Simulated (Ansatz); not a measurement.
# CuCl2 in Ansatz: the effect of functional

CuCl2:

```xyz
3
Lattice="4.5801 0.0000 0.0000 0.0000 4.5801 0.0000 0.0000 0.0000 4.3745" Properties=species:S:1:pos:R:3 pbc="T T T"
Cu    0.0000    0.0000    0.0000
Cl    0.0000    2.2901    0.0000
Cl    2.2901    0.0000    0.0000
```

Measurements of this composition are mostly on another form, of space group No. 12.

The cell isn't the ideal one: volume scaled by 1.04.

Alike in all runs:

```yaml
Program: Ansatz 0.2.0
Task: single point
Potentials_or_basis: Ansatz PAW
k_mesh: 6 × 6 × 6
Occupations: fermi-dirac, width 0.05 eV
Spin: no spin polarisation
```

| functional | cutoff | pressure (GPa) |
| --- | --- | --- |
| LDA | 420 eV (not typed: the program's choice for these potentials) | -4.3 |
| PBEsol | 420 eV (not typed: the program's choice for these potentials) | ? |
| r2SCAN | 500 eV (not typed: the program's choice for these potentials) | -2.0 |

Q: What does the run with functional PBEsol give?

A: Pressure -2.7 GPa.

Caveats: an odd number of electrons without spin polarisation forces a metal; a magnetic or distorted state may lie lower; the run has no spin polarisation, though such a crystal can be magnetic; the PAW data sets come from PBE, with cores solved anew for the run's functional, which leaves a small shift of forces and pressure; this functional lacks dispersion, which binds the layers, so the pressure and a relaxed spacing across them are unreliable (some runs).

Runs at the PBE level aren't shown here.
